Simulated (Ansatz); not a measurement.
Write the native input for Ansatz 0.2.0 that does the following.

| Quantity | Value |
| --- | --- |
| Task | single point |
| Functional | PBE |
| Potentials or basis | Ansatz PAW |
| Cutoff | 420 eV (not typed: the program's choice for these potentials) |
| k mesh | 10 × 10 × 10 |
| Occupations | gaussian, width 0.029 eV |
| Spin | no spin polarisation |

Crystal: CdO (Monteponite).

```xyz
2
Lattice="0.0000 2.3495 2.3495 2.3495 0.0000 2.3495 2.3495 2.3495 0.0000" Properties=species:S:1:pos:R:3 pbc="T T T"
Cd    0.0000    0.0000    0.0000
O     2.3495    2.3495    2.3495
```

These files were run (other wordings do the same):

input.yaml

```yaml
crystal:
  lattice:
    - [0.0, 2.3495, 2.3495]
    - [2.3495, 0.0, 2.3495]
    - [2.3495, 2.3495, 0.0]
  atoms:
    - { symbol: Cd, position: [0.0, 0.0, 0.0] }
    - { symbol: O, position: [0.5, 0.5, 0.5] }
hamiltonian:
  xc: pbe
  pseudopotentials: { kind: paw }
kpoints:
  mp_grid: { grid: [10, 10, 10] }
scf:
  occupations: { method: gaussian, width: 0.029 }
output:
  forces: true
  stress: true
  eigenvalues: true
```

Potentials or basis: Ansatz PAW.

Launch:

```bash
$ ansatz run input.yaml --threads 2 --pin off --max-ram 5632MiB --backend cpu --events-out ev --progress --plain --runs-dir out
```

It gave:

The pressure is 6.1 GPa. The band gap on the k mesh is none (metal or under the smearing width).

Caveat: the pressure holds a Pulay correction of +0.5 GPa for the finite cutoff; this crystal is a semiconductor, whose small gap the functional closes, so the metal is an error of the method.

It took 0.76 s on 2 threads of Arm Neoverse V1, with other jobs on the host, peak memory 0.28 GiB.
